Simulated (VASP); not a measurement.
# Sn (Fd-3m) in VASP: notebook, part 2 of 2

VASP 6.6.1. Earlier steps stand in the parts before.

**3. Relaxation of cell and atoms, PBEsol**

This run uses another cell than the first one, of 34.89 Å³/atom, 1.032 times its volume.

INCAR

```
PREC = Accurate
ENCUT = 520
EDIFF = 1E-7
ISMEAR = 0
SIGMA = 0.02
LREAL = F
LASPH = T
NELM = 80
ALGO = Fast
ISIF = 3
LWAVE = F
LCHARG = F
GGA = PS
IBRION = 2
NSW = 80
EDIFFG = -0.002
KPAR = 4
```

KPOINTS

```
Automatic mesh
0
Gamma
  8 8 8
```

POSCAR

```
Sn                                      
1.0
   -0.0000000000      3.2676744116      3.2676744116
    3.2676744116      0.0000000000      3.2676744116
    3.2676744116      3.2676744116     -0.0000000000
  Sn            
     2
Direct
     0.0000000000000000    0.0000000000000000    0.0000000000000000
     0.2500000000000000    0.2500000000000000    0.2500000000000000
```

Potentials or basis: VASP PAW PBE potentials, release 64 (Sn_d).

Started as:

```bash
$ cat potpaw_PBE.64/Sn_d/POTCAR > POTCAR
$ mpirun -np 4 vasp_std > vasp.out
```

OUTCAR:

```text
PREC = Accurate
   ENCUT = 520
   EDIFF = 1E-7
   ISMEAR = 0
   LREAL = F
   LASPH = T
   NELM = 80
   ISIF = 3
   GGA = PS
   IBRION = 2
   NSW = 80
   EDIFFG = -0.002

 ion  position               nearest neighbor table
   1  0.000  0.000  0.000-   2 2.83   2 2.83   2 2.83   2 2.83
   2  0.250  0.250  0.250-   1 2.83   1 2.83   1 2.83   1 2.83

  LATTYP: Found a face centered cubic cell.
 ALAT       =     6.5353488232

  Lattice vectors:

 A1 = (   0.0000000000,   3.2676744116,   3.2676744116)
 A2 = (   3.2676744116,   0.0000000000,   3.2676744116)
 A3 = (   3.2676744116,   3.2676744116,   0.0000000000)

Analysis of symmetry for initial positions (statically):
=====================================================================
 Subroutine PRICEL returns:
 Original cell was already a primitive cell.

 Routine SETGRP: Setting up the symmetry group for a
 face centered cubic supercell.

 Subroutine GETGRP returns: Found 48 space group operations
 (whereof 24 operations were pure point group operations)
 out of a pool of 48 trial point group operations.

The static configuration has the point symmetry T_d .
 The point group associated with its full space group is O_h .

Analysis of symmetry for dynamics (positions and initial velocities):
=====================================================================
 Subroutine PRICEL returns:
 Original cell was already a primitive cell.

 Routine SETGRP: Setting up the symmetry group for a
 face centered cubic supercell.

 Subroutine GETGRP returns: Found 48 space group operations
 (whereof 24 operations were pure point group operations)
 out of a pool of 48 trial point group operations.

The dynamic configuration has the point symmetry T_d .
 The point group associated with its full space group is O_h .

 Subroutine INISYM returns: Found 48 space group operations
 (whereof 24 operations are pure point group operations),
 and found     1 'primitive' translations

----------------------------------------------------------------------------------------

                                     Primitive cell

  volume of cell :      69.7825

  direct lattice vectors                    reciprocal lattice vectors
     0.000000000  3.267674412  3.267674412    -0.153014021  0.153014021  0.153014021
     3.267674412  0.000000000  3.267674412     0.153014021 -0.153014021  0.153014021
     3.267674412  3.267674412  0.000000000     0.153014021  0.153014021 -0.153014021

  length of vectors
     4.621189470  4.621189470  4.621189470     0.265028058  0.265028058  0.265028058

  position of ions in fractional coordinates (direct lattice)
     0.000000000  0.000000000  0.000000000
     0.250000000  0.250000000  0.250000000

  ion indices of the primitive-cell ions
   primitive index   ion index
                 1           1
                 2           2

----------------------------------------------------------------------------------------

 KPOINTS: Automatic mesh

Automatic generation of k-mesh.
 Grid dimensions read from file:
 generate k-points for:    8    8    8

 Generating k-lattice:

  Cartesian coordinates                     Fractional coordinates (reciprocal lattice)
    -0.019126753  0.019126753  0.019126753     0.125000000  0.000000000  0.000000000
     0.019126753 -0.019126753  0.019126753     0.000000000  0.125000000  0.000000000
     0.019126753  0.019126753 -0.019126753     0.000000000  0.000000000  0.125000000

  Length of vectors
     0.033128507  0.033128507  0.033128507

  Shift w.r.t. Gamma in fractional coordinates (k-lattice)
     0.000000000  0.000000000  0.000000000

 Subroutine IBZKPT returns following result:
 ===========================================

 Found     29 irreducible k-points:

 Following reciprocal coordinates:
            Coordinates               Weight
  0.000000  0.000000  0.000000      1.000000
  0.125000  0.000000  0.000000      8.000000
  0.250000  0.000000  0.000000      8.000000
  0.375000  0.000000  0.000000      8.000000
  0.500000  0.000000  0.000000      4.000000
  0.125000  0.125000  0.000000      6.000000
[... 16 lines left out ...]
  0.500000  0.250000  0.125000     48.000000
 -0.375000  0.250000  0.125000     24.000000
 [... further k-points ...]
   k-points           NKPTS =     29   k-points in BZ     NKDIM =     29   number of bands    NBANDS=     18
   number of dos      NEDOS =    301   number of ions     NIONS =      2
   total plane-waves  NPLWV =  46656
   dimension x,y,z NGX =    36 NGY =   36 NGZ =   36
   dimension x,y,z NGXF=    72 NGYF=   72 NGZF=   72
   ions per type =               2
   NGX,Y,Z   is equivalent  to a cutoff of  12.95, 12.95, 12.95 a.u.
   NGXF,Y,Z  is equivalent  to a cutoff of  25.90, 25.90, 25.90 a.u.
 SYSTEM =  unknown system
   PREC   = accura    normal or accurate (medium, high low for compatibility)
   ISTART =      0    job   : 0-new  1-cont  2-samecut
   ICHARG =      2    charge: 1-file 2-atom 10-const
   ISPIN  =      1    spin polarized calculation?
   LNONCOLLINEAR =      F non collinear calculations
   LSORBIT =      F    spin-orbit coupling
   LASPH  =      T    aspherical Exc in radial PAW
   ENCUT  =  520.0 eV  38.22 Ry    6.18 a.u.   8.59  8.59  8.59*2*pi/ulx,y,z
   NELM   =     80;   NELMIN=  2; NELMDL= -5     # of ELM steps
   EDIFF  = 0.1E-06   stopping-criterion for ELM
   LREAL  =      F    real-space projection
   EDIFFG = -.2E-02   stopping-criterion for IOM
   NSW    =     80    number of steps for IOM
   IBRION =      2    ionic relax: 0-MD 1-quasi-New 2-CG
   NFREE  =      1    steps in history (QN), initial steepest desc. (CG)
   ISIF   =      3    stress and relaxation
   ISYM   =      2    0-nonsym 1-usesym 2-fastsym
   POTIM  = 0.5000    time-step for ionic-motion
   TEBEG  =    0.0;   TEEND  =   0.0 temperature during run
   PSTRESS=    0.0 pullay stress
   NELECT =      28.0000    total number of electrons
   NUPDOWN=      -1.0000    fix difference up-down
   EMIN   =  10.00;   EMAX   =-10.00  energy-range for DOS
   EFERMI =   0.00;   METHOD = LEGACY
   ISMEAR =     0;   SIGMA  =   0.02  broadening in eV -4-tet -1-fermi 0-gaus
   EFERMI_NEDOS =   21; number of points for ismear=-14 and -15
   IALGO  =     68    algorithm
   IMIX   =      4    mixing-type and parameters
     AMIX     =   0.40;   BMIX     =  1.00
     AMIX_MAG =   1.60;   BMIX_MAG =  1.00
  volume/ion in A,a.u.               =      34.89       235.46
  Fermi-wavevector in a.u.,A,eV,Ry     =   1.207477  2.281800 19.837292  1.458000
  Thomas-Fermi vector in A             =   2.343113
   LORBIT       =      0    0 simple, 1 ext, 2 COOP (PROOUT), +10 PAW based schemes
   GGA     = PS    functional components
   LHFCALC =     F    Hartree Fock is set to
   AEXX    =    0.0000 exact exchange contribution
   IVDW    =     0    specifies the selected vdW correction
   LEPSILON=     F    determine dielectric tensor
   LRPA    =     F    only Hartree local field effects (RPA)
 conjugate gradient relaxation of ions
 non-spin polarized calculation
 RMM-DIIS sequential band-by-band and
 Gauss-broadening in eV      SIGMA  =   0.02
  energy-cutoff  :      520.00
  volume of cell :       69.78
 maximum number of plane-waves:      1895
 NGX is ok and might be reduce to    36
   NGX = 17   NGY = 17   NGZ = 17

 number of electron      27.9999987 magnetization

 Free energy of the ion-electron system (eV)
  ---------------------------------------------------
  ext. energy  EPLUGINS =         0.00000000
  ---------------------------------------------------
  free energy    TOTEN  =        -8.45630937 eV

  energy without entropy =       -8.45622122  energy(sigma->0) =       -8.45626530

 E-fermi :   5.1678     XC(G=0):  -8.9718

 val. band max:        5.1678411497   @ k =   0.5000   0.0000   0.0000
 cond. band min:       5.2662045281   @ k =   0.3750   0.0000   0.0000
 fundamental gap:      0.0983633784
 Fermi energy:         5.1678411498

 k-point     1 :       0.0000    0.0000    0.0000
  band No.  band energies     occupation
      1     -16.2873      2.00000
      2     -16.2873      2.00000
      3     -16.2873      2.00000
      4     -16.2299      2.00000
      5     -16.2299      2.00000
      6     -15.9351      2.00000
[... 481 lines left out ...]
      5     -16.1285      2.00000
      6     -16.0527      2.00000
[... 10 lines left out ...]
     17       9.9361      0.00000
     18      10.7688      0.00000

 [... further k-points ...]

------------------------ aborting loop because EDIFF is reached ----------------------------------------

  FORCE on cell =-STRESS in cart. coord.  units (eV):
  Direction    XX          YY          ZZ          XY          YZ          ZX
  --------------------------------------------------------------------------------------
  -------------------------------------------------------------------------------------
  Total       -0.0011577     -0.0011577     -0.0011577      0.0000000     -0.0000000      0.0000000
  in kB       -0.0265814     -0.0265814     -0.0265814      0.0000000     -0.0000000      0.0000000
  external PRESSURE =      -0.0265814 kB  Pullay stress =       0.0000000 kB

 VOLUME and BASIS-vectors are now :
 -----------------------------------------------------------------------------
  energy-cutoff  :      520.00
  volume of cell :       69.78
      direct lattice vectors                 reciprocal lattice vectors
     0.000000000  3.267674412  3.267674412    -0.153014021  0.153014021  0.153014021
     3.267674412  0.000000000  3.267674412     0.153014021 -0.153014021  0.153014021
     3.267674412  3.267674412  0.000000000     0.153014021  0.153014021 -0.153014021

 POSITION                                       TOTAL-FORCE (eV/Angst)
 -----------------------------------------------------------------------------------
      0.00000      0.00000      0.00000        -0.000000     -0.000000     -0.000000
      1.63384      1.63384      1.63384         0.000000      0.000000      0.000000
 -----------------------------------------------------------------------------------
    total drift:                                0.000000      0.000000      0.000000

  FREE ENERGIE OF THE ION-ELECTRON SYSTEM (eV)
  ---------------------------------------------------
  free  energy   TOTEN  =        -8.4563093750 eV

  energy  without entropy=       -8.4562212204  energy(sigma->0) =       -8.45626530

 reached required accuracy - stopping structural energy minimisation
```

It took 12 s on 4 MPI ranks of Intel Xeon 6975P-C (Granite Rapids), shared host; peak memory 0.2 GiB.

What came out:

```
Free energy             : -8.4563 eV
Pressure after relaxing : 0.0 GPa
Band gap on the k mesh  : none (metal or under the smearing width)
```

Final structure:
```cif
data_structure
_symmetry_space_group_name_H-M 'P 1'
_symmetry_Int_Tables_number 1
_cell_length_a 4.6212
_cell_length_b 4.6212
_cell_length_c 4.6212
_cell_angle_alpha 60.000
_cell_angle_beta 60.000
_cell_angle_gamma 60.000
_cell_volume 69.78
loop_
_atom_site_label
_atom_site_type_symbol
_atom_site_fract_x
_atom_site_fract_y
_atom_site_fract_z
_atom_site_occupancy
Sn1 Sn 0.00000 0.00000 0.00000 1
Sn2 Sn 0.25000 0.25000 0.25000 1
```

Caveat: the relaxation stopped at its first step, so nothing moved; the PAW data sets were made with another functional, which shifts forces and pressure a little.
